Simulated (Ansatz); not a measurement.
# How the conductance of NiSi2/Si/CoSi2 changes with thickness, part 2 of 8

Wanted: T(E), the conductance and its decay constant for NiSi2/Si/CoSi2. The lower electrode is NiSi2 fluorite(111) turned by 180 degrees (type B), the upper one CoSi2 fluorite(111) turned by 180 degrees (type B); the barrier is Si diamond(111) (whole bilayers). In the first transport cell, after relaxation, the nearest pair of electrode and barrier is Si–Si at 2.37 Å, along the normal, at the lower face and Si–Si at 2.39 Å, along the normal, at the upper one. All share a net of side 3.84 Å, which strains the lower electrode by +0.0 %, the upper one by +1.3 % and the barrier by -0.7 %, against typed lattice constants near PBE's. The first steps treat the bulk electrodes alone.

Ansatz 0.2.0; PBE DFT, plane waves, PAW files (the session's first sound run).

So far: The structure; Layer spacing of the electrode.

### 3. The strained electrode

System of this step: CoSi2. It takes space group R-3m (No. 166, trigonal). Conventional cell: a = 3.840 Å, b = 3.840 Å, c = 9.198 Å, α = 90.00°, β = 90.00°, γ = 120.00°. Si has 4 Co at 2.30 to 2.35 Å nearest. Nearest to Co lie 8 Si at 2.30 to 2.35 Å. Farther neighbours are not listed.

The electrode is held to the junction's net and relaxed along the normal; its spacing is used for the ideal lead layers.

Input file input.yaml:

```yaml
crystal:
  lattice:
    - [3.84, 0.0, 0.0]
    - [-1.92, 3.3255375505, 0.0]
    - [0.0, 0.0, 9.19821853]
  atoms:
    - { symbol: Si, position: [0.0, 0.0, 0.0] }
    - { symbol: Co, position: [0.6666666667, 0.3333333333, 0.0833333333] }
    - { symbol: Si, position: [0.3333333333, 0.6666666667, 0.1666666667] }
    - { symbol: Si, position: [0.6666666667, 0.3333333333, 0.3333333333] }
    - { symbol: Co, position: [0.3333333333, 0.6666666667, 0.4166666667] }
    - { symbol: Si, position: [0.0, 0.0, 0.5] }
    - { symbol: Si, position: [0.3333333333, 0.6666666667, 0.6666666667] }
    - { symbol: Co, position: [0.0, 0.0, 0.75] }
    - { symbol: Si, position: [0.6666666667, 0.3333333333, 0.8333333333] }
kpoints:
  mp_grid: { grid: [12, 12, 3] }
scf:
  occupations: { method: fermi_dirac, width: 0.1 }
  max_iter: 150
hamiltonian:
  xc: pbe
relax:
  f_tol: 0.01
  max_steps: 40
  cell: { fix: [a, b, angles] }
```

Launch:

```bash
> ansatz run input.yaml --threads 8 --pin off --max-ram 24576MiB --backend cpu --events-out ev --progress --plain --runs-dir out
```

Numbers of over 12 decimals in the logs are rounded to 6 here.

The program printed:

```text
[...]
Crystal: 9 atoms, lattice volume = 117.462 Å³
Basis set: ecut = 420 eV, 2275 PW (Γ), exchange–correlation on 54×54×128 points (8 copies of the dense FFT grid, shifted against one another)
Bands: 47, of which v1, the nominal top of the filled ones, is band 38 counted from 1 (37 counted from 0)
Symmetry: 36 space group operations
[...]
k-points: 50 of 432
[...]
SCF iter   1: F=—  HF=-19197.546929 eV  |F-HF|=—  |Δ(HF+E_count)|=         —  Δρ=4.37e-3  dr2=2.39e-2  ethr=1.77e-3  ⟨swp⟩=7.4  Hψ=9981  notcnv=0  defer=8
[...]
SCF iter   9: F=-19197.546688 eV  HF=-19197.546688 eV  |F-HF|=2.48e-8  |Δ(HF+E_count)|=   7.10e-9  Δρ=5.97e-6  dr2=2.88e-8  ethr=1.33e-10  ⟨swp⟩=3.9  Hψ=6764  notcnv=0
SCF 1 converged in 9 iterations: F = -19197.546688 eV  dr2 = 2.88e-8
[...]
relax step   1: F+E_penalty+E_count = -19197.54668815 eV  Δ(F+E_penalty+E_count) = +0.000e0 eV  max|allowed force component| = 2.278e-1 eV/Å  Δτ_max = 0.0000 Å  P = -2.777 GPa  Ω = 117.462 Å³  fix = [a, b, alpha, beta, gamma]  reactions: a -4.967, b -4.967 GPa  (9 SCF iters, dr2 threshold 1.00e-7 eV, accepted)
Crystal: 9 atoms, lattice volume = 117.470 Å³
[...]
SCF iter   6: F=-19197.554999 eV  HF=-19197.554999 eV  |F-HF|=8.37e-11  |Δ(HF+E_count)|=   1.03e-9  Δρ=9.23e-7  dr2=7.07e-10  ethr=1.05e-11  ⟨swp⟩=1.2  Hψ=6154  notcnv=0
SCF 2 converged in 6 iterations: F = -19197.554999 eV  dr2 = 7.07e-10
relax step   2: F+E_penalty+E_count = -19197.55499907 eV  Δ(F+E_penalty+E_count) = -8.311e-3 eV  max|allowed force component| = 1.411e-1 eV/Å  Δτ_max = 0.0075 Å  P = -2.832 GPa  Ω = 117.470 Å³  energy of the carried Pulay correction = -3.354e-6 eV  fix = [a, b, alpha, beta, gamma]  reactions: a -4.714, b -4.714 GPa  (6 SCF iters, dr2 threshold 9.00e-7 eV, accepted)
Crystal: 9 atoms, lattice volume = 117.343 Å³
[...]
SCF iter   6: F=-19197.560207 eV  HF=-19197.560207 eV  |F-HF|=4.62e-9  |Δ(HF+E_count)|=   1.16e-8  Δρ=2.42e-6  dr2=1.06e-8  ethr=7.93e-11  ⟨swp⟩=2.0  Hψ=7031  notcnv=0
SCF 3 converged in 6 iterations: F = -19197.560207 eV  dr2 = 1.06e-8
relax step   3: F+E_penalty+E_count = -19197.56020688 eV  Δ(F+E_penalty+E_count) = -5.208e-3 eV  max|allowed force component| = 6.071e-4 eV/Å  Δτ_max = 0.0134 Å  P = -2.685 GPa  Ω = 117.343 Å³  energy of the carried Pulay correction = +5.121e-5 eV  fix = [a, b, alpha, beta, gamma]  reactions: a -4.162, b -4.162 GPa  (6 SCF iters, dr2 threshold 9.00e-7 eV, accepted)
[...]
relax step   4: F+E_penalty+E_count = -19197.56021799 eV  Δ(F+E_penalty+E_count) = -1.111e-5 eV  max|allowed force component| = 8.109e-4 eV/Å  Δτ_max = 0.0010 Å  P = -2.886 GPa  Ω = 117.483 Å³  energy of the carried Pulay correction = -9.112e-6 eV  fix = [a, b, alpha, beta, gamma]  reactions: a -4.272, b -4.272 GPa  (6 SCF iters, dr2 threshold 1.80e-7 eV, accepted)
[...]
relax step   5: F+E_penalty+E_count = -19197.56024996 eV  Δ(F+E_penalty+E_count) = -3.197e-5 eV  max|allowed force component| = 3.137e-4 eV/Å  Δτ_max = 0.0003 Å  P = -2.826 GPa  Ω = 117.441 Å³  energy of the carried Pulay correction = +9.105e-6 eV  fix = [a, b, alpha, beta, gamma]  reactions: a -4.240, b -4.240 GPa  (6 SCF iters, dr2 threshold 3.27e-8 eV, accepted)
[...]
SCF iter   8: F=-19197.560234 eV  HF=-19197.560234 eV  |F-HF|=3.64e-12  |Δ(HF+E_count)|=  7.28e-12  Δρ=7.21e-9  dr2=3.51e-14  ethr=1.00e-12  ⟨swp⟩=1.2  Hψ=4952  notcnv=0
SCF 6 converged in 8 iterations: F = -19197.560234 eV  dr2 = 3.51e-14
relax step   6: F+E_penalty+E_count = -19197.56023418 eV  Δ(F+E_penalty+E_count) = +1.578e-5 eV  max|allowed force component| = 3.141e-4 eV/Å  Δτ_max = 0.0000 Å  P = -2.826 GPa  Ω = 117.441 Å³  fix = [a, b, alpha, beta, gamma]  reactions: a -4.241, b -4.241 GPa  stress off target by 3.86e-3 GPa on what of the cell is left free  SCF on the basis re-selected at this cell (its energy is not comparable with the rows above)  (8 SCF iters)
basis re-selected at this cell: Δ(F+E_penalty+E_count) = +1.578e-5 eV, ΔP = -0.000 GPa vs the last step (what re-selecting the basis moved, of the pressure what is left beyond the Pulay correction that the steps carried, after the strain that the cell walked since its last selection, with what the two solves' SCF thresholds leave and, on support functions, any second-order correction that the steps lacked; it is no m [...]
SCF converged after 8 iterations
Free energy (F): -19197.560234 eV
[...]
Internal energy: -19197.460645 eV  (E = F + TS)
E sigma→0 (E₀):  -19197.510439 eV
Entropy (-TS):   -0.099590 eV (-11.066 meV/atom)
Fermi energy:    12.571349 eV
[...]
--- Forces (eV/Å), atoms counted from 1 ---
  atom   1  Si    -0.00000000    -0.00000000    -0.00031408
  atom   2  Co    -0.00000000     0.00000000    -0.00000000
  atom   3  Si    -0.00000000     0.00000000     0.00031408
  atom   4  Si    -0.00000000    -0.00000000    -0.00031408
  atom   5  Co     0.00000000     0.00000000     0.00000000
  atom   6  Si    -0.00000000     0.00000000     0.00031408
  atom   7  Si     0.00000000    -0.00000000    -0.00031408
  atom   8  Co     0.00000000     0.00000000     0.00000000
  atom   9  Si    -0.00000000     0.00000000     0.00031408
  max |Σ_I F_I| component: 9.87e-17 eV/Å
--- Stress (GPa, compression-positive) ---
       -4.240594      -0.000000      -0.000000
       -0.000000      -4.240594       0.000000
       -0.000000       0.000000       0.003859
  P = ⅓ Tr σ = -2.8258 GPa (-28.258 kbar)
--- Relaxed structure (5 steps of the walk, 5 accepted, 1 SCFs on fresh bases) ---
[...]
cell:  # Å, volume = 117.4406 Å³
    - [3.840000, 0, 0]
    - [-1.920000, 3.325538, 0]
    - [0, 0, 9.196558]
  atoms:
    - { symbol: Si, position: [6.70982478966989e-19, 0, 0.00218504] }
    - { symbol: Co, position: [0.666667, 0.333333, 0.083333] }
    - { symbol: Si, position: [0.333333, 0.666667, 0.164482] }
    - { symbol: Si, position: [0.666667, 0.333333, 0.335518] }
    - { symbol: Co, position: [0.333333, 0.666667, 0.416667] }
    - { symbol: Si, position: [-6.70982478966989e-19, 0, 0.497815] }
    - { symbol: Si, position: [0.333333, 0.666667, 0.668852] }
    - { symbol: Co, position: [0, 0, 0.750000] }
    - { symbol: Si, position: [0.666667, 0.333333, 0.831148] }
```

Run time: 11 s. Hardware: 8 threads of Arm Neoverse V2, shared host; peak memory 0.74 GiB.

This run has no spin polarisation, although Co can carry a moment.

Step by step:

| step | energy less that of the first step (eV) | largest force component (eV/Å) | pressure (GPa) | volume (Å³) |
| --- | --- | --- | --- | --- |
| 1 | 0.0000 | 0.2278 | -2.78 | 117.46 |
| 2 | -0.0083 | 0.1411 | -2.83 | 117.47 |
| 3 | -0.0135 | 0.0006 | -2.69 | 117.34 |
| 4 | -0.0135 | 0.0008 | -2.89 | 117.48 |
| 5 | -0.0136 | 0.0003 | -2.83 | 117.44 |
| 6* | -0.0135 | 0.0003 | -2.83 | 117.44 |

Relaxation steps marked * repeat the geometry before them on a plane-wave basis chosen anew for their cell, so energy and pressure can jump there.

The run keeps the 36 symmetry operations that it works with, so distortions that break them were not tested.

| conventional cell, symmetrised | before | after | change |
| --- | --- | --- | --- |
| a (Å) | 3.840 | 3.840 | -0.0 % |
| b (Å) | 3.840 | 3.840 | -0.0 % |
| c (Å) | 9.198 | 9.197 | -0.0 % |
| volume (Å³/atom) | 13.05 | 13.05 | -0.0 % |

The atoms that moved most (Å, as changes of fractional coordinates times the final cell):

| atom | dx | dy | dz | length |
| --- | --- | --- | --- | --- |
| Si1 | 0.000 | 0.000 | 0.020 | 0.020 |
| Si3 | 0.000 | 0.000 | -0.020 | 0.020 |
| Si4 | 0.000 | 0.000 | 0.020 | 0.020 |
| Si6 | 0.000 | 0.000 | -0.020 | 0.020 |
| Si7 | 0.000 | 0.000 | 0.020 | 0.020 |
| Si9 | 0.000 | 0.000 | -0.020 | 0.020 |

Final coordinates:

```cif
data_structure
_symmetry_space_group_name_H-M 'P 1'
_symmetry_Int_Tables_number 1
_cell_length_a 3.8400
_cell_length_b 3.8400
_cell_length_c 9.1966
_cell_angle_alpha 90.000
_cell_angle_beta 90.000
_cell_angle_gamma 120.000
_cell_volume 117.44
loop_
_atom_site_label
_atom_site_type_symbol
_atom_site_fract_x
_atom_site_fract_y
_atom_site_fract_z
_atom_site_occupancy
Si1 Si 0.00000 0.00000 0.00219 1
Co2 Co 0.66667 0.33333 0.08333 1
Si3 Si 0.33333 0.66667 0.16448 1
Si4 Si 0.66667 0.33333 0.33552 1
Co5 Co 0.33333 0.66667 0.41667 1
Si6 Si 0.00000 0.00000 0.49781 1
Si7 Si 0.33333 0.66667 0.66885 1
Co8 Co 0.00000 0.00000 0.75000 1
Si9 Si 0.66667 0.33333 0.83115 1
```

This step gave:

| Quantity | Value |
| --- | --- |
| free energy | -19197.5602 eV |
| Fermi energy | 12.57 eV |
| pressure | -2.826 GPa |

The relaxation ends with a largest force component of 3.1e-4 eV/Å.

(Continued in part 3 of 8.)

[Logs are printed without paths, hosts, clocks, repeated set-up lines and the standing remarks that a program may print on its own settings, such as how far it seeks lower states.]

[Hosts, paths, dates, database ids (printed as entryN), source tags and the programs' standing remarks are cut or masked in the printed files.]
